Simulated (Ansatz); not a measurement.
## Ni: equilibrium volume by level of theory

**What was measured.** The equilibrium volume of Ni (Fm-3m) is reported as 10.94 Å³/atom at 298 K (a printed reference work). The runs below try to reproduce it.

```xyz
1
Lattice="0.0000 1.7376 1.7376 1.7376 0.0000 1.7376 1.7376 1.7376 0.0000" Properties=species:S:1:pos:R:3 pbc="T T T"
Ni    0.0000    0.0000    0.0000
```

| rung | level | program and potentials | cutoff (eV) | k mesh | smearing | core time | chip | equilibrium volume (Å³/atom) | miss | notes |
| --- | --- | --- | --- | --- | --- | --- | --- | --- | --- | --- |
| GGA + dispersion | revPBE+D3(BJ) | Ansatz, Ansatz PAW | 420 | 13 × 13 × 13 | fermi-dirac 0.05 | 5.1 s | Intel Xeon Platinum 8559C Emerald Rapids | 10.38 | -5.1 % | potentials made for PBE, which Ansatz adapts in part |
| GGA + dispersion | revPBE+D4 | Ansatz, Ansatz PAW | 420 | 13 × 13 × 13 | fermi-dirac 0.05 | 6.1 s | Intel Xeon Platinum 8559C Emerald Rapids | 10.50 | -4.0 % | potentials made for PBE, which Ansatz adapts in part |
| GGA + dispersion | BLYP+D3(BJ) | Ansatz, Ansatz PAW | 420 | 13 × 13 × 13 | fermi-dirac 0.05 | 8.2 s | Arm Neoverse V2 | 10.54 | -3.7 % | potentials made for PBE, which Ansatz adapts in part |
| GGA + dispersion | PBE+D4 | Ansatz, Ansatz PAW | 420 | 10 × 10 × 10 | fermi-dirac 0.05 | 9.4 s | Arm Neoverse V1 | 10.59 | -3.2 % | - |
| GGA + dispersion | PBE+D3(BJ) | Ansatz, Ansatz PAW | 420 | 13 × 13 × 13 | fermi-dirac 0.05 | 9.7 s | Intel Xeon Platinum 8259CL Skylake/Cascade Lake | 10.52 | -3.8 % | - |
| GGA | PBEsol | Ansatz, Ansatz PAW | 420 | 13 × 13 × 13 | fermi-dirac 0.05 | 10 s | Arm Neoverse V1 | 10.38 | -5.1 % | potentials made for PBE, which Ansatz adapts in part |
| LDA | LDA | Ansatz, Ansatz PAW | 420 | 13 × 13 × 13 | fermi-dirac 0.05 | 13 s | Arm Neoverse V1 | 10.04 | -8.2 % | potentials made for PBE, which Ansatz adapts in part |
| GGA + dispersion | PBE+D4 | Ansatz, Ansatz PAW | 420 | 13 × 13 × 13 | fermi-dirac 0.05 | 13 s | Intel Xeon Platinum 8259CL Skylake/Cascade Lake | 10.56 | -3.5 % | - |
| GGA + dispersion | RPBE+D3(BJ) | Ansatz, Ansatz PAW | 420 | 13 × 13 × 13 | fermi-dirac 0.05 | 13 s | Intel Xeon Platinum 8488C Sapphire Rapids | 9.58 | -12.4 % | potentials made for PBE, which Ansatz adapts in part |
| GGA | RPBE | Ansatz, Ansatz PAW | 420 | 13 × 13 × 13 | fermi-dirac 0.05 | 13 s | Arm Neoverse V1 | 11.20 | +2.4 % | potentials made for PBE, which Ansatz adapts in part |
| GGA | BLYP | Ansatz, Ansatz PAW | 420 | 13 × 13 × 13 | fermi-dirac 0.05 | 21 s | Arm Neoverse V1 | 11.44 | +4.6 % | potentials made for PBE, which Ansatz adapts in part |

Times are single runs on shared hosts and different chips, so they are rough; meshes, cutoffs and the tasks' sizes weigh on the time. Task: relaxation of cell and atoms. All rows: collinear spin, ferromagnetic start. Smearing widths are in eV. For a metal such meshes aren't converged. Meshes differ between rows, which moves values too. Meshes are those of the run's cell of 1 atom unless a note names another. Relaxations start from the cell shown or near it and stop with a little pressure left. The cell shown, of 10.49 Å³ an atom, is the runs' start and not the measured value. Misses use the values as printed. Runs on faulty files, with rough fits or with known faults for this quantity aren't shown. No row holds spin-orbit coupling.

By rung: LDA 10.04; GGA + dispersion 9.58 to 10.59; GGA 10.38 to 11.44 (Å³/atom). Measured: 10.94 Å³/atom at 298 K (a printed reference work). Closest is RPBE (+2.4 %). The runs are for a static lattice, while measurements hold temperature and zero-point motion.
